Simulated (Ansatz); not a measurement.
Crystal: Mo.

```
Mo
1.0
    -1.58381    1.58381    1.58381
     1.58381   -1.58381    1.58381
     1.58381    1.58381   -1.58381
Mo
1
Direct
  0.00000 0.00000 0.00000
```

```yaml
Program: Ansatz 0.2.0
Task: relaxation of cell and atoms
Functional: PBEsol
Potentials_or_basis: all-electron LAPW, scalar-relativistic
Basis_error_allowed: 0.001 eV/atom
k_mesh: 12 × 12 × 12
Occupations: fermi-dirac, width 0.05 eV
Spin: no spin polarisation
```

At the start: volume 15.89 Å³/atom.

Task: How do energy, volume and symmetry change on relaxing?

Result: Over 4 steps the energy falls by 17.7 meV/atom and the volume is 15.32 Å³/atom (-3.6 %); space group Im-3m (No. 229, to 0.05 Å).

Step by step:
| step | energy change (eV) | largest force (eV/Å) | volume (Å³) |
| --- | --- | --- | --- |
| 1 | 0.0000 | 0.0000 | 15.89 |
| 2 | -0.0174 | 0.0000 | 15.39 |
| 3 | -0.0177 | 0.0000 | 15.32 |
| 4 | -0.0177 | 0.0000 | 15.32 |

Final structure:
```
Mo
1.0
    -1.56454    1.56454    1.56454
     1.56454   -1.56454    1.56454
     1.56454    1.56454   -1.56454
Mo
1
Direct
  0.00000 0.00000 0.00000
```
